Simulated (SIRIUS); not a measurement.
# Ti (P6_3/mmc) in SIRIUS: convergence with radial points in a sphere

Aim: find how far radial points in a sphere must go before the results for Ti settle, at LDA. This setting moves, with any that are tied to it; all else stays.

Program: SIRIUS 7.12.0. These are calculated values, not measurements. Logs are shortened: lines on timing, memory, paths and dates and some standing lists are left out, and cuts for length are marked. The log counts tension as positive stress, the text compression.

## (1) The crystal as given

Symmetry: P6_3/mmc, No. 194, hexagonal system. The conventional cell has a = 2.950 Å, b = 2.950 Å, c = 4.680 Å, α = 90.00°, β = 90.00°, γ = 120.00°. Ti (site symmetry -6m2) has 12 Ti at 2.89 to 2.95 Å as nearest neighbours.

## (2) With radial points in a sphere 200

sirius.json reads:

```json
{
  "control": {
    "processing_unit": "cpu",
    "std_evp_solver_name": "lapack",
    "gen_evp_solver_name": "lapack",
    "verbosity": 2,
    "print_forces": true,
    "ortho_rf": true,
    "use_second_variation": true,
    "rmt_max": 3.0,
    "num_bands_to_print": 23,
    "save_wf": true
  },
  "parameters": {
    "electronic_structure_method": "full_potential_lapwlo",
    "xc_functionals": ["XC_LDA_X", "XC_LDA_C_PW"],
    "core_relativity": "dirac",
    "valence_relativity": "iora",
    "num_fv_states": 23,
    "smearing": "fermi_dirac",
    "smearing_width": 0.0018374661,
    "pw_cutoff": 20,
    "gk_cutoff": 3.67,
    "lmax_apw": 10,
    "lmax_rho": 8,
    "lmax_pot": 8,
    "num_mag_dims": 0,
    "auto_rmt": 0,
    "ngridk": [10, 10, 6],
    "shiftk": [0, 0, 0],
    "num_dft_iter": 80,
    "energy_tol": 1e-07,
    "density_tol": 1e-05,
    "use_symmetry": true
  },
  "settings": {"tol_ne": 1e-10},
  "iterative_solver": {"type": "exact"},
  "mixer": {"type": "anderson", "beta": 0.5, "max_history": 8},
  "unit_cell": {
    "lattice_vectors": [[5.5746920676, 0.0, 0.0], [-2.7873460338, 4.8278249489, 0.0], [0.0, 0.0, 8.8439182632]],
    "atom_types": ["Ti"],
    "atom_files": {"Ti": "Ti.json"},
    "atoms": {"Ti": [[0.6666666667, 0.3333333333, 0.75], [0.3333333333, 0.6666666667, 0.25]]}
  }
}
```

Ti.json reads:

```json
{
  "name": "titanium",
  "symbol": "Ti",
  "number": 22,
  "mass": 47.867,
  "rmin": 1e-06,
  "rmt": 2.4,
  "nrmt": 200,
  "rinf": 17.51,
  "core": "1s2s2p",
  "valence": [
    {"basis": [{"enu": 0.09, "dme": 0, "n": 0, "auto": 0}, {"enu": 0.09, "dme": 1, "n": 0, "auto": 0}]},
    {"l": 0, "n": 1, "basis": [{"enu": 0.19, "dme": 0, "n": 0, "auto": 0}]},
    {"l": 1, "n": 2, "basis": [{"enu": 0.19, "dme": 0, "n": 0, "auto": 0}]},
    {"l": 2, "n": 3, "basis": [{"enu": 0.19, "dme": 0, "n": 0, "auto": 0}]},
    {"l": 3, "n": 4, "basis": [{"enu": 0.19, "dme": 0, "n": 0, "auto": 0}]}
  ],
  "lo": [
    {"l": 0, "basis": [{"enu": 0.19, "dme": 0, "n": 0, "auto": 0}, {"enu": 0.19, "dme": 1, "n": 0, "auto": 0}]},
    {
      "l": 0,
      "basis": [{"enu": -1.9303, "dme": 0, "n": 3, "auto": 1}, {"enu": -1.9303, "dme": 1, "n": 3, "auto": 1}]
    },
    {
      "l": 0,
      "basis": [{"enu": -1.9303, "dme": 1, "n": 3, "auto": 1}, {"enu": 0.19, "dme": 0, "n": 0, "auto": 0}]
    },
    {"l": 0, "basis": [{"enu": 0.19, "dme": 0, "n": 0, "auto": 0}, {"enu": 2.9678, "dme": 0, "n": 0, "auto": 0}]},
    {"l": 1, "basis": [{"enu": 0.19, "dme": 0, "n": 0, "auto": 0}, {"enu": 0.19, "dme": 1, "n": 0, "auto": 0}]},
    {
      "l": 1,
      "basis": [{"enu": -1.0703, "dme": 0, "n": 3, "auto": 1}, {"enu": -1.0703, "dme": 1, "n": 3, "auto": 1}]
    },
    {
      "l": 1,
      "basis": [{"enu": -1.0703, "dme": 1, "n": 3, "auto": 1}, {"enu": 0.19, "dme": 0, "n": 0, "auto": 0}]
    },
    {"l": 1, "basis": [{"enu": 0.19, "dme": 0, "n": 0, "auto": 0}, {"enu": 3.3844, "dme": 0, "n": 0, "auto": 0}]},
    {"l": 2, "basis": [{"enu": 0.19, "dme": 0, "n": 0, "auto": 0}, {"enu": 0.19, "dme": 1, "n": 0, "auto": 0}]},
    {"l": 2, "basis": [{"enu": 0.19, "dme": 1, "n": 0, "auto": 0}, {"enu": 0.19, "dme": 2, "n": 0, "auto": 0}]},
    {"l": 2, "basis": [{"enu": 0.19, "dme": 0, "n": 0, "auto": 0}, {"enu": 2.8983, "dme": 0, "n": 0, "auto": 0}]},
    {"l": 3, "basis": [{"enu": 0.19, "dme": 0, "n": 0, "auto": 0}, {"enu": 0.19, "dme": 1, "n": 0, "auto": 0}]},
    {"l": 3, "basis": [{"enu": 0.19, "dme": 0, "n": 0, "auto": 0}, {"enu": 3.2108, "dme": 0, "n": 0, "auto": 0}]}
  ],
  "free_atom": [... radial grid and density of the free atom, the start of the SCF ...]
}
```

sirius_start.json reads:

```json
{
  "control": {
    "processing_unit": "cpu",
    "std_evp_solver_name": "lapack",
    "gen_evp_solver_name": "lapack",
    "verbosity": 1,
    "print_forces": false,
    "ortho_rf": true,
    "use_second_variation": true,
    "rmt_max": 3.0,
    "num_bands_to_print": 23,
    "save_wf": false
  },
  "parameters": {
    "electronic_structure_method": "full_potential_lapwlo",
    "xc_functionals": ["XC_LDA_X", "XC_LDA_C_PW"],
    "core_relativity": "dirac",
    "valence_relativity": "iora",
    "num_fv_states": 23,
    "smearing": "fermi_dirac",
    "smearing_width": 0.0055123983,
    "pw_cutoff": 20,
    "gk_cutoff": 2.93,
    "lmax_apw": 10,
    "lmax_rho": 8,
    "lmax_pot": 8,
    "num_mag_dims": 0,
    "auto_rmt": 0,
    "ngridk": [4, 4, 2],
    "shiftk": [0, 0, 0],
    "num_dft_iter": 30,
    "energy_tol": 0.01,
    "density_tol": 0.05,
    "use_symmetry": true
  },
  "settings": {"tol_ne": 1e-10},
  "iterative_solver": {"type": "exact"},
  "mixer": {"type": "anderson", "beta": 0.5, "max_history": 8},
  "unit_cell": {
    "lattice_vectors": [[5.5746920676, 0.0, 0.0], [-2.7873460338, 4.8278249489, 0.0], [0.0, 0.0, 8.8439182632]],
    "atom_types": ["Ti"],
    "atom_files": {"Ti": "Ti.json"},
    "atoms": {"Ti": [[0.6666666667, 0.3333333333, 0.75], [0.3333333333, 0.6666666667, 0.25]]}
  }
}
```

Potentials or basis: all-electron FP-LAPW, apw+lo standard.

Started as:

```bash
$ OMP_NUM_THREADS=1 sirius.scf --input=sirius_start.json --output=start.json
$ OMP_NUM_THREADS=1 sirius.scf --input=sirius.json --output=output.json --task=1
```

Wall time 36 s (1 thread of Arm Neoverse V1, shared host); peak memory 0.36 GiB.

Results:

```yaml
Free_energy: -46368.5352 eV
Band_gap_on_the_k_mesh: none (metal or under the smearing width)
All_electrons_inside_the_program's_atomic_spheres: Ti 20.36 (radii Ti 2.4 bohr)
```

## (3) With radial points in a sphere 300

sirius.json is that of step 2.

Edit Ti.json of step 2 so:

```diff
@@ -7,3 +7,3 @@
   "rmt": 2.4,
-  "nrmt": 200,
+  "nrmt": 300,
   "rinf": 17.51,
```

sirius_start.json is that of step 2.

Potentials or basis: all-electron FP-LAPW, apw+lo standard.

Started as:

```bash
$ OMP_NUM_THREADS=1 sirius.scf --input=sirius_start.json --output=start.json
$ OMP_NUM_THREADS=1 sirius.scf --input=sirius.json --output=output.json --task=1
```

Wall time 38 s (1 thread of Arm Neoverse V1, shared host); peak memory 0.36 GiB.

Results:

```yaml
Free_energy: -46368.5384 eV
Band_gap_on_the_k_mesh: none (metal or under the smearing width)
All_electrons_inside_the_program's_atomic_spheres: Ti 20.36 (radii Ti 2.4 bohr)
```

## (4) With radial points in a sphere 450

sirius.json is that of step 3.

Edit Ti.json of step 3 so:

```diff
@@ -7,3 +7,3 @@
   "rmt": 2.4,
-  "nrmt": 300,
+  "nrmt": 450,
   "rinf": 17.51,
```

sirius_start.json is that of step 3.

Started as:

```bash
$ OMP_NUM_THREADS=1 sirius.scf --input=sirius_start.json --output=start.json
$ OMP_NUM_THREADS=1 sirius.scf --input=sirius.json --output=output.json --task=1
```

Run time: 39 s. Hardware: 1 thread of Arm Neoverse V1, shared host; peak memory 0.38 GiB.

Results:

| Quantity | Value |
| --- | --- |
| Free energy | -46368.5379 eV |
| Band gap on the k mesh | none (metal or under the smearing width) |
| All electrons inside the program's atomic spheres | Ti 20.36 (radii Ti 2.4 bohr) |

## (5) With radial points in a sphere 700

sirius.json is that of step 4.

Edit Ti.json of step 4 so:

```diff
@@ -7,3 +7,3 @@
   "rmt": 2.4,
-  "nrmt": 450,
+  "nrmt": 700,
   "rinf": 17.51,
```

sirius_start.json is that of step 4.

Started as:

```bash
$ OMP_NUM_THREADS=1 sirius.scf --input=sirius_start.json --output=start.json
$ OMP_NUM_THREADS=1 sirius.scf --input=sirius.json --output=output.json --task=1
```

It took 40 s on 1 thread of Arm Neoverse V1, shared host; peak memory 0.42 GiB.

What came out:

```
Free energy                                       : -46368.5377 eV
Band gap on the k mesh                            : none (metal or under the smearing width)
All electrons inside the program's atomic spheres : Ti 20.36 (radii Ti 2.4 bohr)
```

## (6) With radial points in a sphere 1000

sirius.json is that of step 5.

Edit Ti.json of step 5 so:

```diff
@@ -7,3 +7,3 @@
   "rmt": 2.4,
-  "nrmt": 700,
+  "nrmt": 1000,
   "rinf": 17.51,
```

sirius_start.json is that of step 5.

Potentials or basis: all-electron FP-LAPW, apw+lo standard.

Started as:

```bash
$ OMP_NUM_THREADS=1 sirius.scf --input=sirius_start.json --output=start.json
$ OMP_NUM_THREADS=1 sirius.scf --input=sirius.json --output=output.json --task=1
```

Run time: 43 s. Hardware: 1 thread of Arm Neoverse V1, shared host; peak memory 0.47 GiB.

Results (log left out):

```yaml
Free_energy: -46368.5376 eV
Band_gap_on_the_k_mesh: none (metal or under the smearing width)
All_electrons_inside_the_program's_atomic_spheres: Ti 20.36 (radii Ti 2.4 bohr)
```

## (7) With radial points in a sphere 1500

sirius.json is that of step 6.

Edit Ti.json of step 6 so:

```diff
@@ -7,3 +7,3 @@
   "rmt": 2.4,
-  "nrmt": 1000,
+  "nrmt": 1500,
   "rinf": 17.51,
```

sirius_start.json is that of step 6.

Potentials or basis: all-electron FP-LAPW, apw+lo standard.

Started as:

```bash
$ OMP_NUM_THREADS=1 sirius.scf --input=sirius_start.json --output=start.json
$ OMP_NUM_THREADS=1 sirius.scf --input=sirius.json --output=output.json --task=1
```

The program printed:

```text
[info] SIRIUS version : 7.12.0
[info] number of MPI ranks           : 1
[info] MPI grid                      : 1 1
[info] maximum number of OMP threads : 1
[fft] FFT context for density and potential
[fft] =====================================
[fft]   plane wave cutoff                     : 20
[fft]   grid size                             : 40 40 60   total : 96000
[fft]   grid limits                           : -19 20   -19 20   -29 30
[fft]   number of G-vectors within the cutoff : 32187
[fft]   number of G-shells                    : 1663
[fft] FFT context for coarse grid
[fft] =====================================
[fft]   plane wave cutoff                     : 7.34
[fft]   grid size                             : 16 16 24   total : 6144
[fft]   grid limits                           : -7 8   -7 8   -11 12
[fft]   number of G-vectors within the cutoff : 1617
[fft]   number of G-shells                    : 116
[unit cell] lattice vectors
[unit cell]   a1 :       5.5746920676      0.0000000000      0.0000000000
[unit cell]   a2 :      -2.7873460338      4.8278249489      0.0000000000
[unit cell]   a3 :       0.0000000000      0.0000000000      8.8439182632
[unit cell] reciprocal lattice vectors
[unit cell]   b1 :       1.1270910090      0.6507262974     -0.0000000000
[unit cell]   b2 :       0.0000000000      1.3014525948      0.0000000000
[unit cell]   b3 :       0.0000000000     -0.0000000000      0.7104526659
[unit cell] unit cell volume :       238.02200974 [a.u.^3]
[unit cell] 1/sqrt(omega)    :         0.06481738
[unit cell] MT volume        :       115.81167158 (48.66%)
[unit cell] IT volume        :       122.21033816 (51.34%)
[unit cell] number of atom types : 1
[unit cell] type id : 0 symbol : Ti mt_radius :   2.400000 num_atoms : 2
[unit cell] total number of atoms : 2
[unit cell] number of symmetry classes : 1
[unit cell] atom id  type id  class id             position                      vector_field
[... 329 lines left out ...]
[find] valence_eval_sum               :     -16.65017298
[find] core_eval_sum                  :    -978.32265100
[find] kinetic energy                 :    1719.05118237
[find] enuc                           :   -2038.75625274
[find] <rho|V^{XC}>                   :    -106.69114785
[find] <rho|E^{XC}>                   :     -80.64010613
[find] <mag|B^{XC}>                   :       0.00000000
[find] <rho|V^{H}>                    :   -2607.33285850
[find] smearing (-TS)                 :      -0.00076615
[find] SCF correction                 :       0.00004479
[find] Total energy                   :   -1704.01156097 (Ha),   -3408.02312194 (Ry)
[find] Free energy (E-TS)             :   -1704.01232711 (Ha),   -3408.02465423 (Ry)
[find] band gap (eV)                  :       0.00000000
[find] Efermi                         :       0.27148141
[find] iteration : 5, RMS (target) : 3.9239e-06 (1.0000e-05) , energy difference (target) : 7.7787e-09 (1.0000e-07)
[find] converged after 6 SCF iterations!
[find] Charges and magnetic moments
[find] --------------------------------------------------------------------------------
[find] atom      charge    core leakage
[find] --------------------------------------------------------------------------------
[find]    0   20.359117    6.111136e-10
[find]    1   20.359117    6.111136e-10
[find] total core leakage    : 1.22222725e-09
[find] interstitial charge   : 3.281765
[find] total charge          : 44.000000
[find] Energy
[find] --------------------------------------------------------------------------------
[find] valence_eval_sum               :     -16.65017298
[find] core_eval_sum                  :    -978.32265100
[find] kinetic energy                 :    1719.05118237
[find] enuc                           :   -2038.75625274
[find] <rho|V^{XC}>                   :    -106.69114785
[find] <rho|E^{XC}>                   :     -80.64010613
[find] <mag|B^{XC}>                   :       0.00000000
[find] <rho|V^{H}>                    :   -2607.33285850
[find] smearing (-TS)                 :      -0.00076615
[find] SCF correction                 :       0.00004479
[find] Total energy                   :   -1704.01156097 (Ha),   -3408.02312194 (Ry)
[find] Free energy (E-TS)             :   -1704.01232711 (Ha),   -3408.02465423 (Ry)
[find] band gap (eV)                  :       0.00000000
[find] Efermi                         :       0.27148141
[ground_state]
[ground_state] ==== total Forces in Ha/bohr =====
[ground_state] atom:    0, force:       0.0000000     -0.0000000      0.0000000
[ground_state] atom:    1, force:      -0.0000000      0.0000000     -0.0000000
[ground_state] ==== contribution from density =====
[ground_state] atom:    0, force:      -0.0000000     -0.0000000      0.0000000
[ground_state] atom:    1, force:       0.0000000      0.0000000     -0.0000000
[ground_state] ==== contribution from Hartree potential =====
[ground_state] atom:    0, force:       0.0000000     -0.0000000      0.0000000
[ground_state] atom:    1, force:       0.0000000     -0.0000000      0.0000000
[ground_state] ==== contribution from IBS =====
[ground_state] atom:    0, force:       0.0000000     -0.0000000      0.0000000
[ground_state] atom:    1, force:      -0.0000000      0.0000000      0.0000000
```

start_output:

```text
[find] Total energy                   :   -1703.96745925 (Ha),   -3407.93491849 (Ry)
[find] band gap (eV)                  :       0.00000000
[find] Efermi                         :       0.33610918
[find] iteration : 0, RMS (target) : 3.3898e-01 (5.0000e-02) , energy difference (target) : -1.7040e+03 (1.0000e-02)
[find] Total energy                   :   -1703.99618548 (Ha),   -3407.99237096 (Ry)
[find] band gap (eV)                  :       0.00000000
[find] Efermi                         :       0.27311860
[find] iteration : 1, RMS (target) : 1.0011e-01 (5.0000e-02) , energy difference (target) : -2.8726e-02 (1.0000e-02)
[find] Total energy                   :   -1703.99914025 (Ha),   -3407.99828049 (Ry)
[find] band gap (eV)                  :       0.00000000
[find] Efermi                         :       0.26972704
[find] iteration : 2, RMS (target) : 4.2259e-02 (5.0000e-02) , energy difference (target) : -2.9548e-03 (1.0000e-02)
[find] converged after 3 SCF iterations!
[find] Total energy                   :   -1703.99914025 (Ha),   -3407.99828049 (Ry)
[find] band gap (eV)                  :       0.00000000
[find] Efermi                         :       0.26972704
```

It took 47 s on 1 thread of Arm Neoverse V1, shared host; peak memory 0.55 GiB.

Results:

```yaml
Free_energy: -46368.5376 eV
Band_gap_on_the_k_mesh: none (metal or under the smearing width)
All_electrons_inside_the_program's_atomic_spheres: Ti 20.36 (radii Ti 2.4 bohr)
```

## (8) Summary

```
radial points in a sphere  energy less the tightest run, at zero smearing (meV/atom)  SCF cycles  CPU time (s)  peak memory (GiB)
                      200                                                       1.22           6            36               0.36
                      300                                                      -0.38           6            38               0.36
                      450                                                      -0.15           6            39               0.38
                      700                                                      -0.03           6            40               0.42
                     1000                                                      -0.01           6            43               0.47
                     1500                                                       0.00           6            47               0.55
```

Against the tightest run, the energy stays within 1 meV/atom from 300 on. The tightest run that finished is the yardstick and may itself not be fully converged.
